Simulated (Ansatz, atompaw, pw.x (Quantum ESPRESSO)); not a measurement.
# What a changed setting does to a pw.x run (sc Ir)

Potential: PAW, atompaw 4.2.0.5, PBE; core [Xe] 4f14, reference 5d8 6s1 6p0; waves: 6s (bound): rc 2.85 bohr; 6s channel at 0.45 Ry: rc 2.85 bohr; 6p (bound, empty): rc 2.85 bohr; 6p channel at 0.75 Ry: rc 2.70 bohr; 5d (bound): rc 2.40 bohr; 5d channel at 1.1 Ry: rc 2.38 bohr; local part: troulliermartins scheme with l = 3 at 1 Ry, radius 2.65 bohr; core correction: smooth core density matched at 2.45 bohr; augmentation: besselshape compensation charge, radius 2.55 bohr; PAW radius 2.85 bohr; waves and projectors: custom rrkj vanderbiltortho.

The reference run (k-mesh 13³, cutoffs 40/400 Ry, Fermi–Dirac 0.01 Ry, mixing_beta 0.4, conv_thr 1e-9, no spin) gives -0.17 GPa at 16.953 Å³/atom, where all-electron LAPW gives 1.24 GPa. This run, with its own iteration cap, changes k-mesh shift to 1.

```
&control
  calculation='scf', prefix='x', pseudo_dir='./', outdir='./tmp', tstress=.true., disk_io='none'
/
&system
  ibrav=0, nat=1, ntyp=1, ecutwfc=40, ecutrho=400, nbnd=12,
  occupations='smearing', smearing='fd', degauss=0.01
/
&electrons
  conv_thr=1e-09, mixing_beta=0.4, electron_maxstep=70
/
ATOMIC_SPECIES
Ir 1.0 Ir.UPF
CELL_PARAMETERS angstrom
  2.56890979 0.00000000 0.00000000
  0.00000000 2.56890979 0.00000000
  0.00000000 0.00000000 2.56890979
ATOMIC_POSITIONS crystal
Ir 0.0000 0.0000 0.0000
K_POINTS automatic
13 13 13 1 1 1
```

```bash
pw.x < Ir.scf.in > Ir.scf.out
```

Task: How does the run end?

Result: It converges in 8 iterations; the free energy moves by +3.2 meV/atom and the pressure by -0.36 GPa.

```
Message from routine setup:
     using ibrav=0 with symmetry is DISCOURAGED, use correct ibrav instead
     lattice parameter (alat)  =       4.8545  a.u.
     unit-cell volume          =     114.4045 (a.u.)^3
     number of electrons       =         9.00
     number of Kohn-Sham states=           12
     kinetic-energy cutoff     =      40.0000  Ry
     charge density cutoff     =     400.0000  Ry
     scf convergence threshold =      1.0E-09
     Exchange-correlation= SLA PW PBX PBC
     number of k points=    84  Fermi-Dirac smearing, width (Ry)=  0.0100
     iteration #  1     ecut=    40.00 Ry     beta= 0.40
     total energy              =    -721.46840966 Ry
     estimated scf accuracy    <       0.08878106 Ry
     iteration #  2     ecut=    40.00 Ry     beta= 0.40
     total energy              =    -721.47343396 Ry
     estimated scf accuracy    <       0.00729159 Ry
     iteration #  3     ecut=    40.00 Ry     beta= 0.40
     total energy              =    -721.47503071 Ry
     estimated scf accuracy    <       0.00017164 Ry
     [... 2 iterations left out ...]
     iteration #  6     ecut=    40.00 Ry     beta= 0.40
     total energy              =    -721.47517104 Ry
     estimated scf accuracy    <       0.00000008 Ry
     iteration #  7     ecut=    40.00 Ry     beta= 0.40
     total energy              =    -721.47517108 Ry
     estimated scf accuracy    <          6.5E-09 Ry
     iteration #  8     ecut=    40.00 Ry     beta= 0.40
     the Fermi energy is    15.4078 ev
!    total energy              =    -721.47517108 Ry
     estimated scf accuracy    <          2.9E-10 Ry
     smearing contrib. (-TS)   =      -0.00684161 Ry
     convergence has been achieved in   8 iterations
          total   stress  (Ry/bohr**3)                   (kbar)     P=       -5.26
     Message from routine punch:
     Nothing written, as per user request (disk_io='none')
```

The run took about 8.8 s on one core of a shared host (Intel(R) Xeon(R) 6975P-C, 192 threads, 744 GiB, load 120).
